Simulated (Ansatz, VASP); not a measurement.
## One calculation of HfN, two programs

```xyz
2
Lattice="0.0000 2.2590 2.2590 2.2590 0.0000 2.2590 2.2590 2.2590 0.0000" Properties=species:S:1:pos:R:3 pbc="T T T"
Hf    0.0000    0.0000    0.0000
N     2.2590    2.2590    2.2590
```

Alike in both runs: task single point; functional PBEsol; k mesh 18 × 18 × 18; occupations gaussian, width 0.15 eV; no spin polarisation.

|  | VASP | Ansatz |
| --- | --- | --- |
| version | VASP 6.6.1 | Ansatz 0.2.0 |
| potentials or method | VASP PAW PBE potentials, release 64 (Hf_pv, N) | scalar-relativistic, plane waves, PAW |
| plane-wave cutoff (eV) | 520 | 420 |
| valence electrons in the cell | 15 | 31 |

Ansatz gave:

* gap on the k mesh at the Fermi level (eV): none
* pressure (GPa): -3.0

Task: What did VASP give for the same quantities?

Result: gap on the k mesh at the Fermi level (eV): none; pressure (GPa): -5.2.

A gap of «none» marks a metal or a gap that the smearing closes. The two sets of potentials don't hold the same shells in valence.

Caveats: the PAW data sets were made with another functional, which shifts forces and pressure a little (VASP). Spin-orbit coupling is left out, which matters for the levels of Hf.
